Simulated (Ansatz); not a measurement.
# CdS: the cost of one run

Program: Ansatz 0.2.0. Level of theory: DFT PBE, scalar-relativistic, plane waves, PAW. These are calculated values, not measurements.

## Step 1: The system as given

It takes space group P4/mmm (No. 123, tetragonal). The conventional cell has a = 3.416 Å, b = 3.416 Å, c = 4.477 Å, α = 90.00°, β = 90.00°, γ = 90.00°. Cd (site symmetry 4/mmm) has 8 S at 3.29 Å and 4 Cd at 3.42 Å as nearest neighbours. S (site symmetry 4/mmm) is surrounded by 8 Cd at 3.29 Å.

Coordinates:

```cif
data_structure
_symmetry_space_group_name_H-M 'P 1'
_symmetry_Int_Tables_number 1
_cell_length_a 3.4160
_cell_length_b 3.4160
_cell_length_c 4.4774
_cell_angle_alpha 90.000
_cell_angle_beta 90.000
_cell_angle_gamma 90.000
_cell_volume 52.25
loop_
_atom_site_label
_atom_site_type_symbol
_atom_site_fract_x
_atom_site_fract_y
_atom_site_fract_z
_atom_site_occupancy
Cd1 Cd 0.50000 0.50000 0.50000 1
S1 S 0.00000 0.00000 0.00000 1
```

This is candidate A: CuAu (L1_0) type (P4/mmm, No. 123).

(A quick probe on a coarse mesh, which set the mesh and smearing, is not shown.)

## Step 3: Rough relaxation on the coarse mesh (candidate A)

input.yaml

```yaml
crystal:
  lattice:
    - [3.4160221691, 0.0, 0.0]
    - [0.0, 3.4160221691, 0.0]
    - [0.0, 0.0, 4.4774290574]
  atoms:
    - { symbol: Cd, position: [0.5, 0.5, 0.5] }
    - { symbol: S, position: [0.0, 0.0, 0.0] }
basis:
  ecutwfc: 420
kpoints:
  mp_grid: { grid: [6, 6, 4] }
hamiltonian:
  xc: pbe
scf:
  occupations: { method: gaussian, width: 0.1 }
  lower_state_search: "off"
output:
  forces: true
  stress: true
  eigenvalues: true
relax:
  adjacent_minimum: "off"
  f_tol: 0.04
  max_steps: 70
  cell: { stress_tol: 0.4 }
```

The run is started by

```bash
> ansatz run input.yaml --threads 1 --pin off --max-ram 2560MiB --backend cpu --events-out ev --progress --plain --runs-dir out
```

Q: Estimate wall time and peak memory on 1 thread of Intel Xeon 6975P-C (Granite Rapids), shared host.

About 8.2 s, with a peak of 0.38 GiB.
